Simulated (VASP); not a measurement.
Write the native input for VASP 6.6.1 that does the following.

```
Task                   : relaxation of cell and atoms
Functional             : PBE
Dispersion             : D3(BJ)
Potentials or basis    : VASP PAW PBE potentials, release 64 (B, N)
Cutoff                 : 600 eV
k mesh                 : 12 × 12 × 4
Occupations            : gaussian, width 0.03 eV
Spin                   : no spin polarisation
Further INCAR settings : ALGO = Normal; EDIFF = 1e-07; IBRION = 2; EDIFFG = -0.005; NSW = 90; ISIF = 3
```

The structure of BN lies in POSCAR:

```
BN                                      
1.0
    2.5062642032      0.0000000000      0.0000000000
   -1.2531321016      2.1704884687     -0.0000000000
    0.0000000000      0.0000000000      6.5842539460
  B               N             
     2     2
Direct
     0.3333333332999970    0.6666666667000030    0.2500000000000000
     0.6666666667000030    0.3333333332999970    0.7500000000000000
     0.3333333332999970    0.6666666667000030    0.7500000000000000
     0.6666666667000030    0.3333333332999970    0.2500000000000000
```

One way to write it, as run:

INCAR

```
SYSTEM = BN
  PREC = Accurate
  ENCUT = 600
  EDIFF = 1E-7
  ISMEAR = 0
  SIGMA = 0.03
  LREAL = .FALSE.
  LASPH = .TRUE.
  NELM = 80
  ALGO = Normal
  ISIF = 3
  LWAVE = .FALSE.
  LCHARG = .FALSE.
  GGA = PE
  IVDW = 12
  IBRION = 2
  NSW = 90
  EDIFFG = -0.005
  KPAR = 4
```

KPOINTS

```
regular mesh
0
G
  12 12 4
  0 0 0
```

Potentials or basis: VASP PAW PBE potentials, release 64 (B, N).

Launch:

```sh
$ cat potpaw_PBE.64/B/POTCAR potpaw_PBE.64/N/POTCAR > POTCAR
$ mpirun -np 4 vasp_std > vasp.out
```

Results of the run:

```
Relaxed volume                         : 8.94 Å³/atom
Relaxed cell                           : a = 2.507 Å, b = 2.507 Å, c = 6.574 Å, α = 90.00°, β = 90.00°, γ = 120.00°
Space group after relaxing (to 0.05 Å) : P6_3/mmc (No. 194)
Energy gained by relaxing              : 0.0 meV/atom
Ionic steps                            : 6
Pressure after relaxing                : -0.1 GPa
Band gap on the k mesh                 : 4.25 eV, indirect (least direct gap 4.63 eV)
Dispersion energy per atom             : -0.143 eV
```

It took 12 s on 4 MPI ranks on Intel(R) Xeon(R) 6975P-C (Granite Rapids), on a shared host, peak memory 0.17 GiB a rank.
